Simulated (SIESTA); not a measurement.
The system is FeO.

```xyz
4
Lattice="2.6824 -1.5244 0.0000 2.6824 1.5244 0.0000 -0.2343 0.0000 5.2694" Properties=species:S:1:pos:R:3 pbc="T T T"
Fe   -0.1172    0.0000    2.6347
Fe    0.0000    0.0000    0.0000
O     1.6253    0.0000    3.9220
O     3.5051    0.0000    1.3474
```

The cell comes from a database or a generator and needn't be the stable form of this composition.

| Quantity | Value |
| --- | --- |
| Program | SIESTA 5.4.2 |
| Task | single point |
| Functional | PBEsol |
| Potentials or basis | PseudoDojo 0.4 standard (PBEsol files) |
| Basis | DZP (energy shift 0.003 Ry; two zetas on semicore shells) |
| Grid cutoff | 800 Ry |
| Energy shift | 0.003 Ry |
| k mesh | 10 × 10 × 5 |
| Occupations | fermi-dirac, width 0.05 eV |
| Spin | collinear spin, ferromagnetic start |
| Starting moments | [3.0, 3.0, 0.0, 0.0] μB |

On this cell: pressure -16.7 GPa; largest force 0.198 eV/Å; net moment 8.00 μB per cell; site moments Fe +3.69, +3.66; O +0.33 μB; band gap on the k mesh none (metal or under the smearing width).

The same run follows on a disturbed copy (atoms moved at random, drawn with an rms of 0.05 Å):

```
Fe O
1.0
     2.68236   -1.52443    0.00000
     2.68236    1.52443    0.00000
    -0.23431    0.00000    5.26945
Fe O
2 2
Direct
  0.00641 0.00155 0.48800
  0.99585 0.01742 0.99506
  0.33842 0.35678 0.74677
  0.65690 0.67175 0.25735
```

What does the disturbed cell give?

The energy (extrapolated to zero smearing) moves by +3.7 meV/atom; pressure -16.2 GPa; largest force 0.394 eV/Å; net moment 8.00 μB per cell; site moments Fe +3.69, +3.66; O +0.33 μB; band gap on the k mesh none (metal or under the smearing width).

Forces on the atoms (eV/Å):
```
Fe   0.010  0.087  0.384
Fe   0.047 -0.018 -0.223
O   -0.134 -0.023  0.090
O    0.077 -0.047 -0.256
```

Stress tensor (GPa, compression positive):
```
-18.22  -0.16   0.69
 -0.16 -17.40   0.13
  0.69   0.13 -12.93
```

Caveats: short orbitals over semicore shells can move pressures by several GPa; the basis of atomic orbitals isn't converged, which shifts pressures, moduli and gaps; semilocal functionals often make such compounds metallic where correlation or magnetic order opens a gap, which also shifts bond lengths; only a ferromagnetic start was run, and an antiferromagnetic order may lie lower in energy; so large a pressure means that the cell lies far from this level's equilibrium, or that cutoff or potentials fall short (some runs).
